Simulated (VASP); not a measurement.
The system is Li.

```
Li
1.0
     2.99535   -1.90099    0.00000
     2.99535    1.90099    0.00000
    -2.17873    0.00000    4.15567
Li
2
Direct
  0.06400 0.06400 0.15300
  0.93600 0.93600 0.84700
```

The cell was built by a generator and needn't be a form met in nature.

| Quantity | Value |
| --- | --- |
| Program | VASP 6.6.1 |
| Task | relaxation of cell and atoms |
| Functional | PBE |
| Potentials or basis | VASP PAW PBE potentials, release 64 (Li_sv) |
| Cutoff | 600 eV |
| k mesh | 6 × 6 × 4 |
| Occupations | gaussian, width 0.1 eV |
| Spin | no spin polarisation |

At the start: pressure 3.4 GPa; volume 23.66 Å³/atom.

Problem. Where does the relaxation end?

Solution. Over 30 steps the energy falls by 1669.3 meV/atom and the volume is 19.49 Å³/atom (-17.6 %); space group C2/m (No. 12, to 0.05 Å).

Step by step:
```
step  energy change (eV)  largest force (eV/Å)  pressure (GPa)  volume (Å³)
   1              0.0000                7.5133            3.42        47.33
   2             -3.0358                0.5631           -2.13        49.78
   3             -3.0845                0.4181           -2.28        49.91
   4             -3.1422                0.1691           -2.46        50.11
   5             -3.1116                0.2474           -2.79        50.36
   6             -3.1537                0.0357           -2.53        50.21
   7             -3.1526                0.0607           -2.51        50.18
   8             -3.1968                0.0383           -1.96        47.20
   9             -3.2435                0.0678           -0.70        42.25
  10             -3.1823                0.2673            3.75        33.39
  11             -3.2497                0.0982           -0.01        40.22
  12             -3.2498                0.1037            0.13        39.91
  13             -3.2549                0.0911            0.12        39.77
  14             -3.2653                0.0533            0.10        39.28
  15             -3.2654                0.0470            0.09        39.11
  16             -3.2689                0.0553            0.08        39.05
  17             -3.2757                0.1000            0.03        38.82
  18             -3.2742                0.1917           -0.09        38.20
  19             -3.2833                0.1949           -0.06        38.06
  20             -3.2847                0.2073            0.07        37.51
  21             -3.2908                0.1990           -0.01        37.82
  22             -3.2984                0.1807            0.12        37.82
  23             -3.3080                0.1343            0.48        37.77
  24             -3.3155                0.1180            0.19        38.34
  25             -3.3200                0.1335           -0.27        39.30
  26             -3.3248                0.1149           -0.21        39.23
  27             -3.3338                0.0637           -0.06        38.98
  28             -3.3328                0.0386            0.25        38.45
  29             -3.3358                0.0168            0.10        38.71
  30             -3.3386                0.0091            0.00        38.99
```

Final structure:
```
Li
1.0
     2.55127   -1.59173    0.40733
     2.55127    1.59173    0.40733
    -1.06568    0.00000    4.63017
Li
2
Direct
  0.17523 0.17523 0.24869
  0.82477 0.82477 0.75131
```

Caveat: the k mesh is coarse (spacing up to 0.38 Å⁻¹), so the values aren't converged; the cutoff is under 1.25 times the usual one of these potentials, so pressure, stress and relaxed cells hold a basis-set (Pulay) error; the volume moved by over 15 % at a fixed basis, so the end points are rough.
